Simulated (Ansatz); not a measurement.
# A Ti vacancy in rutile TiO2, 71 atoms, charge +1

All numbers come from Ansatz (PAW, plane waves, no spin–orbit coupling) at the single k point (¼, ¼, ¼) without its symmetry partners. The atoms were relaxed with PBEsol in a fixed cell; other functionals are single points on those atoms unless said otherwise. The valence top and gap of the host come from its small cell on a dense mesh, with the band extrema sought between the mesh points, lined up by the mean potential, PBEsol gap 1.87 eV, r²SCAN gap 2.24 eV. The charge correction uses an assumed dielectric constant of 100.

Cell: a = 9.183 Å, b = 9.183 Å, c = 8.817 Å, α = 90.00°, β = 90.00°, γ = 90.00°.

Nearest atoms after relaxation, from the placed atom (for vacancies from the middle of the vacant sites): O at 2.04 Å, O at 2.05 Å, O at 2.14 Å, O at 2.15 Å, O at 2.15 Å, O at 2.18 Å, Ti at 2.82 Å, Ti at 2.84 Å.

Chemical potentials μ are those of reference phases of the elements at zero temperature by the same functional (the usual solids, diamond for C, grey Sn, and the molecules H2, N2, O2, F2, Cl2, Br2 and S8).

| functional | E(defect) − E(host) − Σ nμ + q·E_VBM (eV) | monopole (eV) | alignment (eV) | formation energy at E_F = VBM (eV) | moment (μB) | wall time, shared host |
| --- | --- | --- | --- | --- | --- | --- |
| PBEsol | 15.73 | 0.02 | -0.39 | 15.36 | 3.0 | 48 s on NVIDIA H100 (relaxation) |

(1) Estimate the formation energy and moment that r²SCAN gives on these atoms.

r²SCAN one-electron levels near the gap (the ten most localised at most), from the host's valence top, not corrected for the charge's images:

```csv
level (eV),spin,filling,atoms sharing it,element of the atom with most weight
-0.14,down,0.00,44.6,spread
2.33,down,0.00,12.8,Ti
2.34,up,0.00,12.6,Ti
2.41,down,0.00,19.1,Ti
2.42,up,0.00,18.9,Ti
2.45,down,0.00,22.8,spread
2.49,up,0.00,22.6,spread
```

The charge sits partly or wholly in a band of the host, at the cell's one k point and not at the band edge, so the formation energy is too high and the charge correction doesn't apply as it stands.

PBEsol tends to spread a hole over several anions where a hybrid would trap it on one, and single points on PBEsol atoms lack that distortion.

All elements are taken at their own reference at once; growth conditions in equilibrium with the host shift these energies, by up to the host's formation enthalpy.

One k point and a cell of this size can leave errors of several tenths of an eV in such numbers.

## Answers

(1) 16.84 eV at E_F = VBM (17.22 eV before the monopole term 0.02 eV and the alignment -0.40 eV), moment 3.0 μB.

Removing Ti from the oxide is very costly against the metal, at 15.36 eV with PBEsol and 16.84 eV with r²SCAN, because strong, largely ionic Ti–O bonding is lost. The higher r²SCAN value may reflect a stronger binding of the oxide relative to Ti metal. The missing cation leaves the surrounding oxygens short of electrons, so the holes should be mainly O 2p in character. The moment of 3.0 μB, the same with both functionals, is smaller than parallel alignment of all the holes would give, which suggests that some of their spins are opposed.

The nearest oxygens lie farther from the vacant site than a normal Ti–O bond length, while the closest Ti atoms have moved in from their host spacing along c. This is the expected electrostatic response to a missing cation: the oxygens lose its attraction and the neighbouring Ti its repulsion. A Ti vacancy is normally an acceptor that favours negative charge states, but with only the +1 state computed, neither its transition levels nor its preferred charge can be determined.
